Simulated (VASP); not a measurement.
**BaS in VASP: one cell, several levels of theory**

An exercise on one series of results from a longer session: the logs are not shown, and one member is left open.

The runs shown are made with VASP 6.6.1. PAW datasets, plane waves. Spin-unpolarised throughout. Whether this structure exists isn't addressed.

### The cell

The cell comes from an earlier relaxation with r2SCAN in another program.

It is cubic, F-43m (No. 216); a = 7.039 Å in the conventional setting, 43.59 Å³ an atom. Near Ba stand 4 S at 3.05 Å; near S stand 4 Ba at 3.05 Å.

Structure file:

```cif
data_structure
_symmetry_space_group_name_H-M 'F-43m'
_symmetry_Int_Tables_number 216
_cell_length_a 7.0388
_cell_length_b 7.0388
_cell_length_c 7.0388
_cell_angle_alpha 90.000
_cell_angle_beta 90.000
_cell_angle_gamma 90.000
_cell_volume 348.74
loop_
_atom_site_label
_atom_site_type_symbol
_atom_site_symmetry_multiplicity
_atom_site_Wyckoff_symbol
_atom_site_fract_x
_atom_site_fract_y
_atom_site_fract_z
_atom_site_occupancy
Ba1 Ba 4 a 0.00000 0.00000 0.00000 1
S1 S 4 d 0.25000 0.25000 0.75000 1
```

Set-up of the first run:

File INCAR:

```
ENCUT = 520.000000
SIGMA = 0.020000
EDIFF = 1.00e-07
GGA = PE
PREC = Accurate
IBRION = -1
ISIF = 2
ISMEAR = -1
NBANDS = 15
NELM = 120
NSW = 0
LASPH = .TRUE.
LCHARG = .FALSE.
LWAVE = .FALSE.
LREAL = .FALSE.
```

File KPOINTS:

```
KPOINTS created by Atomic Simulation Environment
0
Gamma
6 6 6
0 0 0
```

File KPOINTS_OPT:

```
special points
6
Reciprocal
0.0000000000 0.0000000000 0.0000000000 1
0.5000000000 0.0000000000 0.5000000000 1
0.5000000000 0.2500000000 0.7500000000 1
0.3750000000 0.3750000000 0.7500000000 1
0.5000000000 0.5000000000 0.5000000000 1
0.6250000000 0.2500000000 0.6250000000 1
```

File POSCAR:

```
Ba S
 1.0000000000000000
     0.0000000000000000    3.5194117709000001    3.5194117709000001
     3.5194117709000001    0.0000000000000000    3.5194117709000001
     3.5194117709000001    3.5194117709000001    0.0000000000000000
 Ba  S
   1   1
Cartesian
  0.0000000000000000  0.0000000000000000  0.0000000000000000
  1.7597058854500001  1.7597058854500001  1.7597058854500001
```

The run uses the recommended PBE PAW datasets (16 valence electrons a neutral cell).

Command:

```sh
mpirun -np 1 vasp_std
```

Steps of the session up to this table: PBE at this geometry; r2SCAN; LDA; PBEsol at this geometry; PBE+SOC; HSE06; PBE0.

One of the session's tables, all rows but one given; the rest of the session is left out.

```
  level  gap (eV)  pressure (GPa)  Ansatz: gap (eV)
    PBE         ?               ?                 ?
 r2SCAN      3.08            0.40              3.07
    LDA      2.44           -1.63              2.42
 PBEsol      2.63           -0.76              2.62
PBE+SOC      2.71            0.35              2.70
  HSE06      3.65            0.16              3.64
   PBE0      4.34            0.17              4.34
```

Q: Estimate the row for PBE from the others.

**Answer.** gap (eV): 2.76; pressure (GPa): 0.38; Ansatz: gap (eV): 2.75. In the column «gap (eV)» it lies between PBE+SOC (2.71) and r2SCAN (3.08).

The gap runs from 2.44 eV (LDA) to 4.34 eV (PBE0). PBE reaches 76 % of the HSE06 gap. The meshes differ: PBE 6×6×6, r2SCAN 6×6×6, LDA 6×6×6, PBEsol 6×6×6, PBE+SOC 6×6×6, HSE06 4×4×4, PBE0 4×4×4. The two programs agree on the gap within 0.04 eV, far less than the spread between functionals. Datasets and cutoffs are each program's own. LDA means the Perdew–Zunger form in VASP and the Perdew–Wang form in Ansatz.
